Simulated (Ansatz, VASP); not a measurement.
# One calculation of W, two programs

```
W
1.0
     3.01283    0.00000    0.00000
     0.00000    3.01283    0.00000
     0.00000    0.00000   25.64927
W
4
Direct
  0.00000 0.00000 0.56200
  0.50000 0.50000 0.62120
  0.00000 0.00000 0.68669
  0.50000 0.50000 0.74493
```

Alike in both runs: task single point; functional LDA; k mesh 12 × 12 × 1; occupations methfessel-paxton of order 1, width 0.1 eV; no spin polarisation.

|  | VASP | Ansatz |
| --- | --- | --- |
| version | VASP 6.6.1 | Ansatz 0.2.0 |
| potentials or method | VASP PAW LDA potentials, release 64 (W_sv) | scalar-relativistic, plane waves, PAW |
| plane-wave cutoff (eV) | 520 | 420 |
| valence electrons in the cell | 56 | 56 |

```tsv
	VASP	Ansatz	Ansatz less VASP
gap on the k mesh at the Fermi level (eV)	none	none	-
rms of the force components (eV/Å)	0.249	0.286	+0.0367
```

Atom by atom the forces differ by 0.064 eV/Å (rms over components). A gap of «none» marks a metal or a gap that the smearing closes. Ansatz warned: «pseudo_functional_mismatch».

Spin-orbit coupling is left out, which matters for the levels of W.
